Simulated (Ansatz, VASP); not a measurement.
One calculation of MgO, two programs

```
CELL_PARAMETERS angstrom
2.87664 0.00000 0.00000
0.00000 2.87664 0.00000
0.00000 0.00000 4.48780
ATOMIC_POSITIONS crystal
Mg 0.00000 0.00000 0.00000
Mg 0.50000 0.50000 0.50000
O 0.50000 0.50000 0.00000
O 0.00000 0.00000 0.50000
```

The cell was built by a generator and isn't the measured one.

Alike in both runs: task single point; functional PBE; k mesh 6 × 6 × 4; occupations gaussian, width 0.1 eV; no spin polarisation.

```csv
,VASP,Ansatz
version,VASP 6.6.1,Ansatz 0.2.0
potentials or method,"VASP PAW PBE potentials, release 64 (Mg, O)","scalar-relativistic, plane waves, PAW"
plane-wave cutoff (eV),520,420
valence electrons in the cell,16,32
```

|  | VASP | Ansatz | Ansatz less VASP |
| --- | --- | --- | --- |
| gap on the k mesh at the Fermi level (eV) | 4.63 | 4.65 | +0.017 |
| least direct gap on the mesh (eV) | 4.63 | 4.65 | +0.017 |
| pressure (GPa) | 8.2 | 8.8 | +0.62 |
| largest component of the traceless stress (GPa) | 12.69 | 12.62 | -0.070 |

The functional is the same, so the differences come from potentials, cutoffs and numerics. The two sets of potentials don't hold the same shells in valence.

A hybrid or GW would open this gap; PBE tends to underestimate it.
